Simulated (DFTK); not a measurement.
A run of DFTK 0.8.2:

The input run.jl:

```julia
using DFTK
using PseudoPotentialData
using Unitful, UnitfulAtomic
using LinearAlgebra, Printf
include("save.jl")
disable_threading()

# lattice vectors are the columns
lattice = austrip(1u"Å") * [          3.48          -1.74            0.0;
                      0.0   3.0137684052            0.0;
                      0.0            0.0           5.59]
symbols   = [:Pb, :Pb]
positions = [[0.6666666667, 0.3333333333, 0.75],
             [0.3333333333, 0.6666666667, 0.25]]
pseudopotentials = Dict(:Pb => "Pb.upf")
elements = Dict(s => ElementPsp(s, pseudopotentials; rcut=10.0) for s in unique(symbols))
atoms    = [elements[s] for s in symbols]

build_model(lattice, positions; symmetries=true) =
    model_DFT(lattice, atoms, positions;
              functionals=SCAN(),
              temperature=austrip(0.05u"eV"),
              smearing=Smearing.FermiDirac(),
              symmetries)
Ecut  = 45.0  # hartree
kgrid = [7, 7, 4]
tol   = 1e-6
to_GPa = ustrip(uconvert(u"GPa", 1u"hartree/bohr^3"))

model = build_model(lattice, positions)
basis = PlaneWaveBasis(model; Ecut, kgrid)
display(basis)
scfres = self_consistent_field(basis;
                               tol,
                               nbandsalg=AdaptiveBands(model; n_bands_converge=19))
display(scfres.energies)
@printf "Fermi level: %.6f eV\n" ustrip(auconvert(u"eV", something(scfres.εF, NaN)))
forces = compute_forces_cart(scfres)
println("Forces (eV/Å)")
for (s, f) in zip(symbols, forces)
    @printf "%-3s %12.6f %12.6f %12.6f\n" s ustrip.(auconvert.(u"eV/Å", f))...
end
stress = compute_stresses_cart(scfres)
println("Stress (GPa)")
display(round.(stress * to_GPa; digits=4))
println("Levels at the first k-point (eV): ", round.(ustrip.(auconvert.(u"eV", scfres.eigenvalues[1][1:scfres.n_bands_converge])); digits=4))
save_scf!(scfres; forces, stress)

points = Dict("G" => [0.0, 0.0, 0.0], "A" => [0.0, 0.0, 0.5], "H" => [0.3333333333, 0.3333333333, 0.5], "K" => [0.3333333333, 0.3333333333, 0.0], "L" => [0.5, 0.0, 0.5], "M" => [0.5, 0.0, 0.0])
segments = [("G", "M", 6), ("M", "K", 4), ("K", "G", 7), ("G", "A", 3), ("A", "L", 6), ("L", "H", 4), ("H", "A", 7), ("L", "M", 3), ("K", "H", 3)]
kcoords = vcat([[points[a] + t * (points[b] - points[a]) for t in range(0, 1, n)] for (a, b, n) in segments]...)
bands = compute_bands(scfres, ExplicitKpoints(kcoords); n_bands=21, tol=1e-5)
for (k, ε) in zip(bands.basis.kpoints, bands.eigenvalues)
    @printf "%d %8.4f %8.4f %8.4f " k.spin k.coordinate...
    println(join([@sprintf("%9.4f", e) for e in ustrip.(auconvert.(u"eV", ε .- scfres.εF))]))
end
results["band_energies"] = rows(bands.eigenvalues); results["band_kpoints"] = rows(kcoords)
```

Potentials or basis: SG15 1.2 (PBE).

Run with:

```bash
$ julia --threads=1 run.jl  # save.jl only writes the numbers to a file and isn't shown; printed stress counts tension as positive; times include loading and compiling
```

Hardware: 1 thread of Intel(R) Xeon(R) Platinum 8375C CPU @ 2.90GHz (Ice Lake), on a shared host.

Question: How long does it take, and how much memory?

Answer: Wall time 15 min on 1 thread of Intel(R) Xeon(R) Platinum 8375C CPU @ 2.90GHz (Ice Lake) (shared host), peak memory 2.4 GiB. Counts: scf iterations 13, k points 24, plane waves 5732, bands 19.
